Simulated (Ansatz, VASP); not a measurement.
# HfB2: VASP beside Ansatz

```
CELL_PARAMETERS angstrom
3.08833 0.00000 0.00000
-1.54416 2.67457 0.00000
0.00000 0.00000 3.39340
ATOMIC_POSITIONS crystal
Hf 0.00000 0.00000 0.00000
B 0.33333 0.66667 0.50000
B 0.66667 0.33333 0.50000
```

Alike in both runs: functional PBEsol; k mesh 12 × 12 × 10; occupations gaussian, width 0.05 eV; no spin polarisation.

Ansatz relaxed the structure, and its values are those at the end. VASP's run is a single point on that final structure, the one shown.

|  | VASP | Ansatz |
| --- | --- | --- |
| version | VASP 6.6.1 | Ansatz 0.2.0 |
| potentials or method | VASP PAW PBE potentials, release 64 (Hf_pv, B) | scalar-relativistic, plane waves, PAW |
| plane-wave cutoff (eV) | 520 | 420 |
| valence electrons in the cell | 16 | 32 |

Ansatz gave:

| Quantity | Value |
| --- | --- |
| pressure (GPa) | 11.5 |

What did VASP give for the same quantities?

Pressure (GPa): 11.6.

The two sets of potentials don't hold the same shells in valence.

Caveats: the PAW data sets were made with another functional, which shifts forces and pressure a little (VASP). The runs have no spin-orbit coupling, so splittings on Hf are missing.
